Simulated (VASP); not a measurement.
# SiC (Moissanite): accuracy against cost in the plane-wave cutoff and PAW data sets, part 2 of 3

Aim: find what the plane-wave cutoff and PAW data sets change for SiC (Moissanite), and what they cost. The atoms are off their equilibrium sites, so that forces can be compared too. The series runs use LDA. The atoms of the start are displaced at random from the sites of a P6_3mc cell.

VASP 6.6.1, plane waves and PAW; the level of theory is named at each step.

So far. Step 6 (Plane-wave cutoff: ENCUT = 460): Against the run before the energy moves by -1.11 meV an atom and the pressure by +1.25 GPa, after 13 cycles in 12 s.

### 7. Plane-wave cutoff: ENCUT = 520

Level of this step: LDA; plane waves and PAW (Si, C) (VASP).

Input file INCAR:

```
SYSTEM = SiC
PREC = Accurate
ENCUT = 520
EDIFF = 1E-06
NELM = 100
ISMEAR = -1
SIGMA = 0.05
LREAL = .FALSE.
ALGO = Normal
GGA = CA
NBANDS = 14
LORBIT = 11
LWAVE = .FALSE.
LCHARG = .FALSE.
KPAR = 4
ISIF = 2
```

Input file POSCAR:

```
SiC
1.0
    3.0760000000      0.0000000000      0.0000000000
   -1.5380000000      2.6638941420      0.0000000000
    0.0000000000      0.0000000000      5.0480000000
Si C
2 2
Direct
    0.3284290000      0.6573350000      0.0082360000
    0.6677310000      0.3272950000      0.5013330000
    0.3534920000      0.6725760000      0.3874670000
    0.6754760000      0.3357600000      0.8800230000
```

Input file KPOINTS:

```
Automatic mesh
0
Gamma
8 8 5
0 0 0
```

The projector-augmented-wave data sets are Si and C (PBE family, release 64).

Launch:

```
> mpirun -np 4 vasp_std
```

Log:

```text
[... set-up lines as in an earlier step ...]
 entering main loop
       N       E                     dE             d eps       ncg     rms          rms(c)
DAV:   1     0.273492541463E+02    0.27349E+02   -0.73172E+03  4536   0.102E+03
DAV:   2    -0.340285693861E+02   -0.61378E+02   -0.55926E+02  6318   0.172E+02
DAV:   3    -0.369462939447E+02   -0.29177E+01   -0.29027E+01  6258   0.358E+01
DAV:   4    -0.369743533470E+02   -0.28059E-01   -0.28053E-01  5154   0.423E+00
[...]
DAV:  11    -0.330926209111E+02    0.72907E-06   -0.27492E-05  5958   0.400E-02    0.192E-02
DAV:  12    -0.330926197156E+02    0.11955E-05   -0.24236E-06  5432   0.117E-02    0.932E-03
DAV:  13    -0.330926194030E+02    0.31268E-06   -0.16178E-06  3584   0.811E-03
   1 F= -.33092619E+02 E0= -.33092619E+02  d E =-.415807E-10
```

Wall time 13 s (4 MPI ranks of AMD EPYC 9R14 (Zen 4), shared host); peak memory 0.68 GiB.

Parts of OUTCAR (step 7):

```text
  Total       -0.4837018     -0.3143377     -0.9462471     -0.2098619      0.3418946      0.3528594
  in kB      -18.7355156    -12.1754311    -36.6515630     -8.1287066     13.2428106     13.6675176
  external PRESSURE =     -22.5208366 kB  Pullay stress =       0.0000000 kB

 POSITION                                       TOTAL-FORCE (eV/Angst)
 -----------------------------------------------------------------------------------
     -0.00073      1.75107      0.04158         0.563821      0.602081     -0.333672
      1.55056      0.87188      2.53073         0.698096      0.623505      0.941594
      0.05292      1.79167      1.95593        -0.804007     -0.673253     -0.887136
      1.56137      0.89443      4.44236        -0.457910     -0.552333      0.279214
 -----------------------------------------------------------------------------------
    total drift:                               -0.000266     -0.000129     -0.000353

  FREE ENERGIE OF THE ION-ELECTRON SYSTEM (eV)
  ---------------------------------------------------
  free  energy   TOTEN  =       -33.0926194030 eV

  energy  without entropy=      -33.0926194029  energy(sigma->0) =      -33.09261940

[... 1 part as in an earlier step ...]

[... 2 further parts left out ...]
[key lines of the parts left out:]
E-fermi :   9.1301
```

Against the run before the energy moves by +0.59 meV an atom and the pressure by +0.21 GPa, after 13 cycles in 13 s.

### 8. Plane-wave cutoff: ENCUT = 640

Edit INCAR of step 7 so:

```diff
@@ -2,3 +2,3 @@
 PREC = Accurate
-ENCUT = 520
+ENCUT = 640
 EDIFF = 1E-06
```

POSCAR is that of step 7.

KPOINTS is that of step 7.

Launch:

```
> mpirun -np 4 vasp_std
```

Log:

```text
[... set-up lines as in an earlier step ...]
 entering main loop
       N       E                     dE             d eps       ncg     rms          rms(c)
DAV:   1     0.343515684708E+02    0.34352E+02   -0.82427E+03  4536   0.121E+03
DAV:   2    -0.336250568002E+02   -0.67977E+02   -0.61623E+02  6298   0.185E+02
DAV:   3    -0.369420863740E+02   -0.33170E+01   -0.32962E+01  6318   0.389E+01
DAV:   4    -0.369750846345E+02   -0.32998E-01   -0.32990E-01  5202   0.463E+00
[...]
DAV:  11    -0.330950614803E+02    0.71170E-06   -0.27381E-05  6006   0.400E-02    0.192E-02
DAV:  12    -0.330950603028E+02    0.11775E-05   -0.23902E-06  5384   0.117E-02    0.925E-03
DAV:  13    -0.330950599961E+02    0.30672E-06   -0.16158E-06  3656   0.812E-03
   1 F= -.33095060E+02 E0= -.33095060E+02  d E =-.416954E-10
```

Run time: 19 s. Hardware: 4 MPI ranks; peak memory 0.81 GiB.

From OUTCAR (step 8):

```text
  Total       -0.5218456     -0.3526140     -0.9846226     -0.2097915      0.3416905      0.3526704
  in kB      -20.2129625    -13.6580118    -38.1379846     -8.1259824     13.2349058     13.6601983
  external PRESSURE =     -24.0029863 kB  Pullay stress =       0.0000000 kB

 POSITION                                       TOTAL-FORCE (eV/Angst)
 -----------------------------------------------------------------------------------
     -0.00073      1.75107      0.04158         0.563787      0.602126     -0.333985
      1.55056      0.87188      2.53073         0.698018      0.623406      0.941575
      0.05292      1.79167      1.95593        -0.803955     -0.673206     -0.887052
      1.56137      0.89443      4.44236        -0.457849     -0.552326      0.279463
 -----------------------------------------------------------------------------------
    total drift:                               -0.000247     -0.000267     -0.000384

  FREE ENERGIE OF THE ION-ELECTRON SYSTEM (eV)
  ---------------------------------------------------
  free  energy   TOTEN  =       -33.0950599961 eV

  energy  without entropy=      -33.0950599960  energy(sigma->0) =      -33.09506000

[... 1 part as in an earlier step ...]

[... 2 further parts left out ...]
[key lines of the parts left out:]
E-fermi :   9.1290
```

Against the run before the energy moves by -0.61 meV an atom and the pressure by -0.15 GPa, after 13 cycles in 19 s.

### 9. Plane-wave cutoff: ENCUT = 800

Edit INCAR of step 8 so:

```diff
@@ -2,3 +2,3 @@
 PREC = Accurate
-ENCUT = 640
+ENCUT = 800
 EDIFF = 1E-06
```

POSCAR is that of step 8.

KPOINTS is that of step 8.

Launch:

```
> mpirun -np 4 vasp_std
```

Log:

```text
[... set-up lines as in an earlier step ...]
 entering main loop
       N       E                     dE             d eps       ncg     rms          rms(c)
DAV:   1     0.429368518560E+02    0.42937E+02   -0.94303E+03  4536   0.145E+03
DAV:   2    -0.331477742965E+02   -0.76085E+02   -0.68902E+02  6344   0.200E+02
DAV:   3    -0.369416900597E+02   -0.37939E+01   -0.37692E+01  6294   0.422E+01
DAV:   4    -0.369803985380E+02   -0.38708E-01   -0.38697E-01  5148   0.505E+00
[...]
DAV:  11    -0.331003472298E+02    0.64449E-06   -0.26906E-05  6006   0.399E-02    0.192E-02
DAV:  12    -0.331003460280E+02    0.12018E-05   -0.23735E-06  5324   0.117E-02    0.919E-03
DAV:  13    -0.331003457208E+02    0.30722E-06   -0.16291E-06  3618   0.815E-03
   1 F= -.33100346E+02 E0= -.33100346E+02  d E =-.411570E-10
```

It took 22 s on 4 MPI ranks; peak memory 0.99 GiB.

Parts of OUTCAR (step 9):

```text
  Total       -0.5112168     -0.3420010     -0.9748909     -0.2098964      0.3418703      0.3528527
  in kB      -19.8012689    -13.2469305    -37.7610425     -8.1300460     13.2418706     13.6672574
  external PRESSURE =     -23.6030806 kB  Pullay stress =       0.0000000 kB

 POSITION                                       TOTAL-FORCE (eV/Angst)
 -----------------------------------------------------------------------------------
     -0.00073      1.75107      0.04158         0.564104      0.602501     -0.333865
      1.55056      0.87188      2.53073         0.698455      0.623749      0.942037
      0.05292      1.79167      1.95593        -0.804426     -0.673593     -0.887518
      1.56137      0.89443      4.44236        -0.458133     -0.552657      0.279346
 -----------------------------------------------------------------------------------
    total drift:                               -0.000233     -0.000264     -0.000381

  FREE ENERGIE OF THE ION-ELECTRON SYSTEM (eV)
  ---------------------------------------------------
  free  energy   TOTEN  =       -33.1003457208 eV

  energy  without entropy=      -33.1003457208  energy(sigma->0) =      -33.10034572

[... 1 part as in an earlier step ...]

[... 2 further parts left out ...]
[key lines of the parts left out:]
E-fermi :   9.1286
```

Against the run before the energy moves by -1.32 meV an atom and the pressure by +0.04 GPa, after 13 cycles in 22 s.

### 10. The plane-wave cutoff series as a table

This step: convergence of LDA results with the cutoff; plane waves and PAW (VASP 6.6.1).

This step runs nothing: it gathers the runs above.

Differences are taken from the run with ENCUT = 800. Results of the series, by row:

```tsv
setting	status	energy less the reference (meV/atom)	pressure (GPa)	largest force difference (meV/Å)	gap (eV)	SCF cycles	wall time (s)
ENCUT = 240	converged	43.77	-21.51	56.44	2.294	12	4.4
ENCUT = 300	converged	18.76	-11.36	12.94	2.343	13	6.4
ENCUT = 360	converged	5.692	-5.597	4.115	2.333	13	7.4
ENCUT = 400	converged	2.453	-3.709	4.604	2.331	13	8.8
ENCUT = 460	converged	1.343	-2.457	0.455	2.333	13	11.6
ENCUT = 520	converged	1.932	-2.252	0.443	2.333	13	13
ENCUT = 640	converged	1.321	-2.4	0.471	2.334	13	18.6
ENCUT = 800	converged	0	-2.36	0	2.334	13	22
```

### 11. PAW data sets: minimal 64: Si C

This step: LDA; plane waves and PAW (Si, C) (VASP 6.6.1).

Data sets differ in which electrons are valence and how hard the partial waves are.

Edit INCAR of step 9 so:

```diff
@@ -2,3 +2,3 @@
 PREC = Accurate
-ENCUT = 800
+ENCUT = 520
 EDIFF = 1E-06
```

POSCAR is that of step 9.

KPOINTS is that of step 9.

Launch:

```
> mpirun -np 4 vasp_std
```

Log:

```text
[... set-up lines as in an earlier step ...]
 entering main loop
       N       E                     dE             d eps       ncg     rms          rms(c)
[... 13 cycles as in an earlier step ...]
   1 F= -.33092619E+02 E0= -.33092619E+02  d E =-.415807E-10
```

Elapsed: 13 s, on 4 MPI ranks; peak memory 0.68 GiB; 50 s of CPU time.

OUTCAR, selected parts (step 11):

```text
   ENCUT  =  520.0 eV  38.22 Ry    6.18 a.u.   5.72  5.72  9.39*2*pi/ulx,y,z

   NELECT =      16.0000    total number of electrons

 E-fermi :   9.1301

 k-point     1 :       0.0000    0.0000    0.0000
  band No.  band energies     occupation
    ...
      4       6.5695      2.00000
      5       6.7526      2.00000
      6       7.9215      2.00000
      7       8.0917      2.00000
      8       8.1704      2.00000
      9      12.8064      0.00000
     10      14.2464      0.00000
     11      14.5864      0.00000
     12      14.6210      0.00000
     13      15.6899      0.00000
    ...

[... 10 parts as in an earlier step ...]

[... 10 further parts left out ...]
```

This step gave:

```
free energy (TOTEN)            : -33.09 eV
Fermi energy                   : 9.130 eV
pressure                       : -2.252 GPa
gap on the k-mesh              : 2.333 eV
least direct gap on the k-mesh : 3.864 eV
```

The series starts at -8.2732 eV an atom and -2.25 GPa, after 13 cycles in 13 s.

### 12. PAW data sets: recommended 54: Si C

INCAR is that of step 11.

POSCAR is that of step 11.

KPOINTS is that of step 11.

The projector-augmented-wave data sets are Si and C (PBE family, release 54).

Launch:

```
> mpirun -np 4 vasp_std
```

Log:

```text
[... set-up lines as in an earlier step ...]
 entering main loop
       N       E                     dE             d eps       ncg     rms          rms(c)
[... 13 cycles as in an earlier step ...]
   1 F= -.33092619E+02 E0= -.33092619E+02  d E =-.415807E-10
```

Wall time 13 s (4 MPI ranks); peak memory 0.68 GiB; 50 s of CPU time.

From OUTCAR (step 12):

```text
[... 6 parts as in an earlier step ...]

[... 1 further part left out ...]
[key lines of the parts left out:]
E-fermi :   9.1301
```

With 16 valence electrons the pressure is -2.25 GPa, +0.00 GPa from the first of the series, after 13 cycles in 13 s.

### 13. PAW data sets: GW 64: Si GW C GW

This step: LDA; plane waves and PAW (Si_GW, C_GW) (VASP 6.6.1).

Edit INCAR of step 12 so:

```diff
@@ -2,3 +2,3 @@
 PREC = Accurate
-ENCUT = 520
+ENCUT = 540
 EDIFF = 1E-06
```

POSCAR is that of step 12.

KPOINTS is that of step 12.

PAW data sets: Si_GW and C_GW (PBE family, release 64).

Launch:

```
> mpirun -np 4 vasp_std
```

Log:

```text
[... set-up lines as in an earlier step ...]
 entering main loop
       N       E                     dE             d eps       ncg     rms          rms(c)
DAV:   1     0.439127335538E+02    0.43913E+02   -0.74237E+03  4926   0.108E+03
DAV:   2    -0.330353092089E+02   -0.76948E+02   -0.68221E+02  7482   0.248E+02
DAV:   3    -0.369774065874E+02   -0.39421E+01   -0.38871E+01  6430   0.484E+01
DAV:   4    -0.371240405141E+02   -0.14663E+00   -0.14638E+00  7088   0.120E+01
[...]
DAV:  11    -0.332091600899E+02    0.52260E-05   -0.70561E-05  6708   0.848E-02    0.888E-03
DAV:  12    -0.332091594350E+02    0.65494E-06   -0.10837E-05  7114   0.311E-02    0.194E-03
DAV:  13    -0.332091593755E+02    0.59538E-07   -0.33405E-07  5028   0.669E-03
   1 F= -.33209159E+02 E0= -.33209159E+02  d E =-.308278E-10
```

Elapsed: 15 s, on 4 MPI ranks; peak memory 0.78 GiB; 58 s of CPU time.

Parts of OUTCAR (step 13):

```text
  Total       -0.6968717     -0.5274075     -1.1616847     -0.2077179      0.3370070      0.3479445
  in kB      -26.9923528    -20.4283941    -44.9962383     -8.0456651     13.0534952     13.4771463
  external PRESSURE =     -30.8056617 kB  Pullay stress =       0.0000000 kB

 POSITION                                       TOTAL-FORCE (eV/Angst)
 -----------------------------------------------------------------------------------
     -0.00073      1.75107      0.04158         0.562932      0.600535     -0.338230
      1.55056      0.87188      2.53073         0.695870      0.621965      0.938815
      0.05292      1.79167      1.95593        -0.802172     -0.671868     -0.882805
      1.56137      0.89443      4.44236        -0.456630     -0.550632      0.282219
 -----------------------------------------------------------------------------------
    total drift:                                0.000048      0.000088      0.000021

  FREE ENERGIE OF THE ION-ELECTRON SYSTEM (eV)
  ---------------------------------------------------
  free  energy   TOTEN  =       -33.2091593755 eV

  energy  without entropy=      -33.2091593754  energy(sigma->0) =      -33.20915938

[... 1 part as in an earlier step ...]

[... 2 further parts left out ...]
[key lines of the parts left out:]
E-fermi :   8.7805
```

With 16 valence electrons the pressure is -3.08 GPa, -0.83 GPa from the first of the series, after 13 cycles in 15 s.

### 14. PAW data sets: hard 64: Si C h

This step: LDA; plane waves and PAW (Si, C_h) (VASP 6.6.1).

Edit INCAR of step 13 so:

```diff
@@ -2,3 +2,3 @@
 PREC = Accurate
-ENCUT = 540
+ENCUT = 970
 EDIFF = 1E-06
```

POSCAR is that of step 13.

KPOINTS is that of step 13.

Potentials, in the order of the species: Si and C_h (PBE family, release 64).

Launch:

```
> mpirun -np 4 vasp_std
```

Log:

```text
[... set-up lines as in an earlier step ...]
 entering main loop
       N       E                     dE             d eps       ncg     rms          rms(c)
DAV:   1     0.544949723475E+02    0.54495E+02   -0.10591E+04  4536   0.169E+03
DAV:   2    -0.306032274307E+02   -0.85098E+02   -0.76590E+02  6296   0.216E+02
DAV:   3    -0.368204259772E+02   -0.62172E+01   -0.61607E+01  6318   0.576E+01
DAV:   4    -0.369246151070E+02   -0.10419E+00   -0.10413E+00  5334   0.789E+00
[...]
DAV:  10    -0.331054630846E+02   -0.44482E-04   -0.78065E-04  5826   0.199E-01    0.557E-02
DAV:  11    -0.331054586936E+02    0.43910E-05   -0.35298E-05  6072   0.489E-02    0.220E-02
DAV:  12    -0.331054582360E+02    0.45756E-06   -0.25284E-06  5586   0.123E-02
   1 F= -.33105458E+02 E0= -.33105458E+02  d E =-.419206E-10
```

The job ended after 32 s (4 MPI ranks; peak memory 1.2 GiB; 2.1 min of CPU time).

(Part 2 of 3 ends here.)

[Lines on the potential files, build, host, timing and source positions are cut from VASP's logs without a mark.]

[Logs are printed without paths, hosts, clocks, repeated set-up lines and the standing remarks that a program may print on its own settings, such as how far it seeks lower states.]

[Hosts, paths, dates, database ids (printed as entryN), source tags and the programs' standing remarks are cut or masked in the printed files.]

[A measured line is paired with the nearest computed mode of its activity, which favours agreement.]

[In band tables of VASP the shares of atoms and orbitals are scaled to a sum of 1 inside the atoms' spheres.]
